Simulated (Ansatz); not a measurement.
GaAs (started from an entry of an open crystallographic database) was put through Ansatz (plane waves). The cell was relaxed beforehand with r2SCAN.

Structure:
```
CELL_PARAMETERS angstrom
0.00000 2.83308 2.83308
2.83308 0.00000 2.83308
2.83308 2.83308 0.00000
ATOMIC_POSITIONS crystal
Ga 0.00000 0.00000 0.00000
As 0.25000 0.25000 0.25000
```

The output, standing remarks left out:
```
Pseudopotential: Ga, paw, valence charge 13, recommended cutoff 420 eV (normal)
Pseudopotential: As, paw, valence charge 15, recommended cutoff 420 eV (normal)
Functional definition: PBE
Crystal: 2 atoms, lattice volume = 45.479 Å³
Basis set: ecut = 420 eV, 893 PW (Γ)
Bands: 18, of which v1, the nominal top of the filled ones, is band 14 counted from 1 (13 counted from 0)
Symmetry: 24 space group operations
Space group: F-43m (ITA 216)
k-points: 16 of 216 (time reversal used)
preconditioner: auto → none  [insulator: Δε(μ)=0.458 eV  ℏωp=23.4 eV]
Free energy (F): -8639.819655 eV
Fermi energy:    8.101806 eV
--- Per-component energies (eV) ---
  E_band       = -313.901350
  E_kinetic    = 219.361847
  E_local      = -3925.421867
  E_nonlocal   = -245.684713
  E_hartree    = 1977.533331
  E_xc         = -148.378502
  E_vxc        = -137.380731
  E_paw        = -3824.439427
  E_vpaw       = -179.838996
  E_ewald      = -2692.790196
--- Band table (eV; the first three rows and the last of 16) ---
  k-point 0: bands = […, -6.6028, -6.6028, -4.5789, 8.1018, 8.1018, 8.1018, 8.5658, 11.8337, 11.8337, 11.8337]
  k-point 1: bands = […, -6.6030, -6.6030, -4.2615, 5.3925, 7.7253, 7.7253, 9.7064, 12.3763, 12.3763, 12.7642]
  k-point 2: bands = […, -6.6013, -6.6013, -3.4431, 2.7488, 7.1839, 7.1839, 9.2983, 12.7964, 12.7964, 15.3192]
  k-point 15: bands = […, -6.6171, -6.5963, -2.0634, 1.4507, 4.7885, 4.9319, 11.3788, 11.5443, 15.1905, 15.4934]
--- G₀W₀: contour deformation, 8 samples at zero and on the imaginary axis and 2 off it, 216 q-points, 249 empty bands' worth ---
    ik  band        ε_KS         Σx   Σc(E_QP)       V_xc       Z   E_QP_lin       E_QP  E_QP is
     0    13      8.1018   -16.8182     0.9806   -15.2798  0.7467     7.5169     7.5440  root
     0    14      8.1018   -16.8182     0.9806   -15.2798  0.7467     7.5169     7.5440  root
     0    15      8.5658   -11.9863    -3.8541   -15.9675  0.7586     8.6937     8.6929  root
     0    16     11.8337    -7.8019    -4.3809   -12.1535  0.7430    11.8044    11.8044  root
     1    13      7.7253   -16.4845     1.0779   -14.8388  0.7446     7.1287     7.1575  root
     1    14      7.7253   -16.4845     1.0779   -14.8388  0.7446     7.1287     7.1575  root
     1    15      9.7064   -10.4036    -3.9098   -14.3467  0.7544     9.7398     9.7398  root
     1    16     12.3763    -7.9617    -4.5450   -12.4847  0.7367    12.3543    12.3542  root
     2    13      7.1839   -16.2803     1.2997   -14.3912  0.7402     6.5619     6.5945  root
     2    14      7.1839   -16.2803     1.2997   -14.3912  0.7402     6.5619     6.5945  root
     2    15      9.2983    -9.7459    -3.8626   -13.6145  0.7583     9.3043     9.3043  root
     2    16     12.7964    -7.5527    -4.6497   -12.1654  0.7333    12.7596    12.7595  root
     3    13      6.9704   -16.2413     1.3943   -14.2486  0.7384     6.3377     6.3721  root
     3    14      6.9704   -16.2413     1.3943   -14.2486  0.7384     6.3377     6.3721  root
     3    15      9.0831    -9.7961    -3.8026   -13.5940  0.7593     9.0783     9.0782  root
     3    16     12.7395    -7.2985    -4.5911   -11.8366  0.7351    12.6866    12.6864  root
     4    13      7.1001   -16.0177     1.2756   -14.1579  0.7397     6.4840     6.5159  root
     4    14      7.1001   -16.0177     1.2756   -14.1579  0.7397     6.4840     6.5159  root
     4    15     10.6065    -9.0935    -4.0798   -13.1613  0.7492    10.5944    10.5944  root
     4    16     11.1938    -9.3919    -4.1825   -13.5343  0.7488    11.1538    11.1537  root
     6    13      5.4871   -15.5614     1.7969   -13.1761  0.7198     4.8646     4.8986  root
     6    14      6.4779   -15.9495     1.5695   -13.7702  0.7332     5.8310     5.8680  root
     6    15     10.4148    -9.1823    -4.0377   -13.1846  0.7526    10.3795    10.3794  root
     6    16     12.5585    -7.6069    -4.6212   -12.1695  0.7350    12.5001    12.4999  root
     9    13      5.8968   -15.7180     1.8141   -13.2836  0.7251     5.2367     5.2765  root
     9    14      5.8968   -15.7180     1.8141   -13.2836  0.7251     5.2367     5.2765  root
     9    15      9.6858    -7.6035    -3.7789   -11.2391  0.7617     9.5434     9.5425  root
     9    16     10.7448    -7.6875    -4.1473   -11.7360  0.7538    10.6465    10.6460  root
    12    13      5.4480   -15.6357     2.0147   -12.9929  0.7182     4.7777     4.8200  root
    12    14      5.4480   -15.6357     2.0147   -12.9929  0.7182     4.7777     4.8200  root
    12    15      9.5807    -6.8407    -3.7773   -10.4136  0.7654     9.3781     9.3763  root
    12    16      9.7651    -8.1666    -3.8299   -11.8876  0.7592     9.6567     9.6562  root
```

The points are ik 0 = (0, 0, 0) (Γ), ik 1 = (0, 0, 1/6), ik 2 = (0, 0, 1/3), ik 3 = (0, 0, -1/2), ik 4 = (0, 1/6, 1/6), ik 6 = (0, 1/6, -1/2), ik 9 = (0, 1/3, 1/3), ik 12 = (0, -1/2, -1/2); band 14 is the last filled one.

**Question.** Which of these blocks stood in the input: relax, gw, phonons, dielectric, magnetization (spin_orbit)?

**Answer.** gw. The quasiparticle table needs the gw block.

**Question.** Which k mesh was typed?

**Answer.** 6×6×6, Γ-centred.

**Question.** How were the bands filled?

**Answer.** Fixed occupations.

It took 42 s on 1 × NVIDIA H100 80GB HBM3 with 2 threads of AMD EPYC 7R13 Processor (Zen 3), with other jobs on the host, load about 1.6 per core; peak host memory 1.5 GiB.

No spin polarisation and no zero-point or thermal motion.

Spin-orbit coupling is left out.

For so narrow a gap this mesh doesn't settle the screening, and the bands and cutoff are finite.
